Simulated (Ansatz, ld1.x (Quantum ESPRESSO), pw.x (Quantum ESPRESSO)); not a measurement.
## What a changed setting does to a pw.x run (bcc Re)

Potential: norm-conserving Troullier–Martins (Kleinman–Bylander form), ld1.x (Quantum ESPRESSO) 7.5, PBE; core [Xe] 4f14, reference 5d5 6s2 6p0; waves: 6s (bound): rc 2.40 bohr; 6p (bound, empty): rc 4.05 bohr; 5d (bound): rc 2.15 bohr; local part: all-electron potential smoothed inside 2.55 bohr (lloc = -1); core correction: none.

The reference run (k-mesh 15³, cutoffs 50/200 Ry, Fermi–Dirac 0.01 Ry, mixing_beta 0.4, conv_thr 1e-9, no spin) gives 4.01 GPa at 15.081 Å³/atom, where all-electron LAPW gives 0.89 GPa. This run, with its own iteration cap, changes k-mesh shift to 1.

```
&control
  calculation='scf', prefix='x', pseudo_dir='./', outdir='./tmp', tstress=.true., disk_io='none'
/
&system
  ibrav=0, nat=1, ntyp=1, ecutwfc=50, ecutrho=200, nbnd=11,
  occupations='smearing', smearing='fd', degauss=0.01
/
&electrons
  conv_thr=1e-09, mixing_beta=0.4, electron_maxstep=50
/
ATOMIC_SPECIES
Re 1.0 Re.UPF
CELL_PARAMETERS angstrom
  -1.55640774 1.55640774 1.55640774
  1.55640774 -1.55640774 1.55640774
  1.55640774 1.55640774 -1.55640774
ATOMIC_POSITIONS crystal
Re 0.0000 0.0000 0.0000
K_POINTS automatic
15 15 15 1 1 1
```

```bash
pw.x < Re.scf.in > Re.scf.out
```

Problem. How does the run end?

Solution. It converges in 7 iterations; the free energy moves by -13.5 meV/atom and the pressure by -0.49 GPa.

```
Message from routine setup:
     using ibrav=0 with symmetry is DISCOURAGED, use correct ibrav instead
     lattice parameter (alat)  =       5.0943  a.u.
     unit-cell volume          =     101.7716 (a.u.)^3
     number of electrons       =         7.00
     number of Kohn-Sham states=           11
     kinetic-energy cutoff     =      50.0000  Ry
     charge density cutoff     =     200.0000  Ry
     scf convergence threshold =      1.0E-09
     Exchange-correlation= PBE
     number of k points=   120  Fermi-Dirac smearing, width (Ry)=  0.0100
     iteration #  1     ecut=    50.00 Ry     beta= 0.40
     total energy              =     -22.18380178 Ry
     estimated scf accuracy    <       0.04236989 Ry
     iteration #  2     ecut=    50.00 Ry     beta= 0.40
     total energy              =     -22.18358801 Ry
     estimated scf accuracy    <       0.00757102 Ry
     iteration #  3     ecut=    50.00 Ry     beta= 0.40
     total energy              =     -22.18477988 Ry
     estimated scf accuracy    <       0.00028395 Ry
     iteration #  4     ecut=    50.00 Ry     beta= 0.40
     total energy              =     -22.18481798 Ry
     estimated scf accuracy    <       0.00001470 Ry
     iteration #  5     ecut=    50.00 Ry     beta= 0.40
     total energy              =     -22.18482116 Ry
     estimated scf accuracy    <       0.00000076 Ry
     iteration #  6     ecut=    50.00 Ry     beta= 0.40
     total energy              =     -22.18482139 Ry
     estimated scf accuracy    <       0.00000005 Ry
     iteration #  7     ecut=    50.00 Ry     beta= 0.40
     the Fermi energy is    17.6183 ev
!    total energy              =     -22.18482140 Ry
     estimated scf accuracy    <          1.8E-10 Ry
     smearing contrib. (-TS)   =      -0.00403682 Ry
     The total energy is F=E-TS. E is the sum of the following terms:
     one-electron contribution =      12.86162327 Ry
     hartree contribution      =       0.42462381 Ry
     xc contribution           =      -5.15229836 Ry
     ewald contribution        =     -30.31473329 Ry
     convergence has been achieved in   7 iterations
          total   stress  (Ry/bohr**3)                   (kbar)     P=       35.13
     Message from routine punch:
     Nothing written, as per user request (disk_io='none')
```

The run took about 9.5 s on one core of a shared host (Neoverse-V1, 32 threads, 247 GiB, load 27).
